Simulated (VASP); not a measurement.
# Mo: relaxation of cell and atoms with LDA

Crystal: Mo.

```
Mo
1.0
    -1.55760    1.55760    1.55760
     1.55760   -1.55760    1.55760
     1.55760    1.55760   -1.55760
Mo
1
Direct
  0.00000 0.00000 0.00000
```

```yaml
Program: VASP 6.6.1
Task: relaxation of cell and atoms
Functional: LDA
Potentials_or_basis: VASP PAW LDA potentials, release 64 (Mo_sv)
Cutoff: 600 eV
k_mesh: 16 × 16 × 16
Occupations: methfessel-paxton, width 0.1 eV
Spin: no spin polarisation
Further_INCAR_settings: ALGO = Normal; EDIFF = 1e-07; IBRION = 2; EDIFFG = -0.005; NSW = 90; ISIF = 3
```

```
Pressure after relaxing : -0.1 GPa
Band gap on the k mesh  : none (metal or under the smearing width)
```

Final structure:
```yaml
crystal:
  lattice:
    - [-1.55760, 1.55760, 1.55760]
    - [1.55760, -1.55760, 1.55760]
    - [1.55760, 1.55760, -1.55760]
  atoms:
    - { symbol: Mo, position: [0.00000, 0.00000, 0.00000] }
```

Levels at points of the mesh, in eV from the Fermi level:
| k point | band 4 | band 5 | band 6 | band 7 | band 8 | band 9 | band 10 | band 11 |
| --- | --- | --- | --- | --- | --- | --- | --- | --- |
| (0.00, 0.00, 0.00) | -34.32 | -7.36 | -1.46 | -1.46 | -1.46 | 1.67 | 1.67 | 14.85 |
| (0.50, 0.00, 0.00) | -34.33 | -5.56 | -3.60 | 1.72 | 1.79 | 2.37 | 5.00 | 12.01 |
| (0.50, 0.50, 0.50) | -35.40 | -5.75 | -5.75 | 4.19 | 4.19 | 4.19 | 9.29 | 9.29 |

Run time: 19 s on 1 thread of AMD EPYC 7R13 Processor (Zen 3), on a shared host, peak memory 0.12 GiB.

Caveat: the relaxation stopped at its first step, so nothing moved.
